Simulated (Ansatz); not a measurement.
**Ge under changes of volume**

One of the cells (19.607 Å³/atom); the others are scaled copies at fixed shape and fractional positions:

```
Ge
1.0
     1.39715   -2.60052    0.00000
     1.39715    2.60052    0.00000
     0.00000    0.00000    2.69823
Ge
1
Direct
  0.50000 0.50000 0.00000
```

This isn't the form of Ge at room conditions, which is diamond.

```yaml
Program: Ansatz 0.2.0
Functional: LDA
Potentials_or_basis: all-electron LAPW, scalar-relativistic
Cutoff: 247 eV (chosen from the basis error)
Basis_error_allowed: 0.001 eV/atom
k_mesh: 11 × 11 × 10
Occupations: fermi-dirac, width 0.05 eV
Spin: no spin polarisation
```

```tsv
volume (Å³/atom)	energy over the lowest point (meV/atom)	pressure (GPa)
18.431	0.00	-1.7
18.823	6.07	-3.2
19.215	15.52	-4.5
19.607	27.95	-5.6
19.999	?	?
20.391	60.46	-7.5
20.783	79.92	-8.3
```

Question: What does the run at 19.999 Å³/atom give?

Answer: Energy over the lowest point 43.04 meV/atom; pressure -6.6 GPa.

Worked out: A Birch-Murnaghan fit of order 3 (a polynomial in V^(-2/3)) to the other rows has its minimum at 18.02 Å³/atom, just outside them, with B0 = V·E''(V) = 82 GPa and B' = 4.7 at fixed shape and positions, which overstates the stiffness. It gives 43.04 meV/atom at 19.999 Å³/atom, against the run's 43.04, and -dE/dV = -6.7 GPa, against -6.6.

Energies are extrapolated to zero smearing.
